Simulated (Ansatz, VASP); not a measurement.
Given: the input of a run of Ansatz 0.2.0 on ZnSe (Stilleite).

input.yaml

```yaml
crystal:
  lattice:
    - [0.0, 2.8338, 2.8338]
    - [2.8338, 0.0, 2.8338]
    - [2.8338, 2.8338, 0.0]
  atoms:
    - { symbol: Se, position: [0.75, 0.75, 0.75] }
    - { symbol: Zn, position: [0.0, 0.0, 0.0] }
hamiltonian:
  xc: rpbe
  pseudopotentials: { kind: paw }
kpoints:
  mp_grid: { grid: [8, 8, 8] }
  band_path:
    path:
      - [[0.0, 0.0, 0.0], [0.5, 0.0, 0.5], [0.5, 0.25, 0.75], [0.375, 0.375, 0.75], [0.0, 0.0, 0.0], [0.5, 0.5, 0.5], [0.625, 0.25, 0.625], [0.5, 0.25, 0.75], [0.5, 0.5, 0.5], [0.375, 0.375, 0.75]]
      - [[0.625, 0.25, 0.625], [0.5, 0.0, 0.5]]
    npoints: 14
scf:
  occupations: { method: fermi_dirac, width: 0.05 }
  n_extra_bands: 6
output:
  forces: true
  stress: true
  eigenvalues: true
  fatbands: false
```

Potentials or basis: Ansatz PAW.

Command:

```console
$ ansatz run input.yaml --threads 2 --pin off --max-ram 5632MiB --backend cpu --events-out ev --progress --plain --runs-dir out
```

Q: Translate it to VASP 6.6.1. Potentials there: VASP PAW PBE potentials, release 64 (Se, Zn).

A: As run (the cutoff follows the program's own potentials):

INCAR

```
PREC = Accurate
ENCUT = 520
EDIFF = 1E-7
ISMEAR = -1
SIGMA = 0.05
LREAL = F
LASPH = T
NELM = 60
ALGO = Normal
ISIF = 2
LWAVE = F
LCHARG = F
GGA = RP
NBANDS = 16
```

Contents of KPOINTS:

```
regular mesh
0
Gamma
  8 8 8
```

POSCAR

```
ZnSe
1.0
    0.0000000000      2.8338000000      2.8338000000
    2.8338000000      0.0000000000      2.8338000000
    2.8338000000      2.8338000000      0.0000000000
Se Zn
1 1
Direct
    0.7500000000      0.7500000000      0.7500000000
    0.0000000000      0.0000000000      0.0000000000
```

KPOINTS_OPT

```
path GXWKGLUWLK,UX
20
line-mode
reciprocal
 0.0000000000  0.0000000000  0.0000000000  G
 0.5000000000  0.0000000000  0.5000000000  X

 0.5000000000  0.0000000000  0.5000000000  X
 0.5000000000  0.2500000000  0.7500000000  W

 0.5000000000  0.2500000000  0.7500000000  W
 0.3750000000  0.3750000000  0.7500000000  K

 0.3750000000  0.3750000000  0.7500000000  K
 0.0000000000  0.0000000000  0.0000000000  G

 0.0000000000  0.0000000000  0.0000000000  G
 0.5000000000  0.5000000000  0.5000000000  L

 0.5000000000  0.5000000000  0.5000000000  L
 0.6250000000  0.2500000000  0.6250000000  U

 0.6250000000  0.2500000000  0.6250000000  U
 0.5000000000  0.2500000000  0.7500000000  W

 0.5000000000  0.2500000000  0.7500000000  W
 0.5000000000  0.5000000000  0.5000000000  L

 0.5000000000  0.5000000000  0.5000000000  L
 0.3750000000  0.3750000000  0.7500000000  K

 0.6250000000  0.2500000000  0.6250000000  U
 0.5000000000  0.0000000000  0.5000000000  X
```

Potentials or basis: VASP PAW PBE potentials, release 64 (Se, Zn).

The run is started by

```bash
$ cat potpaw_PBE.64/Se/POTCAR potpaw_PBE.64/Zn/POTCAR > POTCAR
$ mpirun -np 1 vasp_std > vasp.out
```

Both were run:

|  | VASP | Ansatz | Ansatz less VASP |
| --- | --- | --- | --- |
| gap on the k mesh at the Fermi level (eV) | 1.45 | 1.45 | +0.002 |
| least direct gap on the mesh (eV) | 1.45 | 1.45 | +0.002 |
| gap along the band path (eV) | 1.45 | 1.45 | +0.002 |
| pressure (GPa) | 4.6 | 4.4 | -0.24 |

With one functional, cell and mesh, what is left measures potentials, basis and numerics. The two sets of potentials don't hold the same shells in valence.

Caveats: the PAW data sets were made with another functional, which shifts forces and pressure a little (VASP); the PAW data sets come from PBE, with cores solved anew for the run's functional, which leaves a small shift of forces and pressure (Ansatz).
